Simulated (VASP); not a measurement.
BN (Qingsongite):

```
B N
1.0
     0.00000    1.80332    1.80332
     1.80332    0.00000    1.80332
     1.80332    1.80332    0.00000
B N
1 1
Direct
  0.00000 0.00000 0.00000
  0.25000 0.25000 0.25000
```

Base run:

```yaml
Program: VASP 6.6.1
Functional: PBE
Potentials_or_basis: VASP PAW PBE potentials, release 64 (B, N)
Cutoff: 520 eV
k_mesh: 8 × 8 × 8
Occupations: gaussian, width 0.03 eV
Spin: no spin polarisation
```

Its results: band gap on the k mesh 4.47 eV, indirect (least direct gap 8.85 eV); pressure 6.0 GPa.

Q: The run is repeated on the same cell with these changes: functional from PBE to PBE-EpsX. What comes out?

A: Band gap on the k mesh 6.27 eV, indirect (least direct gap 11.02 eV); pressure -1.7 GPa.

PBE-EpsX gives the wider gap, since exact exchange removes part of the self-interaction.

Caveats: the PAW data sets were made with another functional, which shifts forces and pressure a little (some runs).
